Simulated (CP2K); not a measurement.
Runs of CP2K 2026.2 on ZnSe (Stilleite). It takes space group F-43m (No. 216, cubic). The conventional cell has a = 5.668 Å, b = 5.668 Å, c = 5.668 Å, α = 90.00°, β = 90.00°, γ = 90.00°. Se (site symmetry -43m) has 4 Zn at 2.45 Å as nearest neighbours. Zn (site symmetry -43m) is surrounded by 4 Se at 2.45 Å. 

```tsv
level	potentials or basis	smearing	EPS_DEFAULT	NGRIDS	points a segment of the path (NPOINTS)	bands added on the path	CUTOFF of the grids	gap on the mesh (eV)	pressure (GPa)
PBE	POTENTIAL_UZH Se GTH-PBE-q6, Zn GTH-PBE-q12; TZVP-MOLOPT-PBE-GTH basis	fermi-dirac 0.0259 eV	1.0E-10	5	10	2	450 Ry	1.26	2.7
TB-mBJ	POTENTIAL_UZH Se GTH-PBE-q6, Zn GTH-PBE-q12; TZVP-MOLOPT-PBE-GTH basis	fermi-dirac 0.01 eV	1.0E-9	5	8	6	675 Ry	(a)	-
r2SCAN	POTENTIAL_UZH Se GTH-SCAN-q6, Zn GTH-SCAN-q12; TZVP-MOLOPT-SCAN-GTH basis	fermi-dirac 0.0259 eV	1.0E-9	4	6	6	675 Ry	(b)	(c)
PBEsol	POTENTIAL_UZH Se GTH-PBE-q6, Zn GTH-PBE-q12; TZVP-MOLOPT-PBE-GTH basis	fermi-dirac 0.05 eV	1.0E-10	5	10	2	450 Ry	1.08	0.0
LDA	GTH_POTENTIALS Se GTH-PADE-q6, Zn GTH-PADE-q12; TZVP-MOLOPT-PBE-GTH basis	fermi-dirac 0.0259 eV	1.0E-9	4	10	2	450 Ry	0.99	-3.2
```

Alike in all rows: task band structure; no spin polarisation; cell as given; k mesh 8 × 8 × 8.

Fill in the values left out.

(a) 1.00; (b) 1.68; (c) -0.3.

Caveats: the basis of atomic orbitals isn't converged, which shifts pressures, moduli and gaps; the potentials were made for another functional, which shifts forces and pressure (some runs); this is a model potential without an energy functional, so only levels have meaning (some runs).

A k mesh can miss the band edges, and the runs leave out spin-orbit coupling on Se.
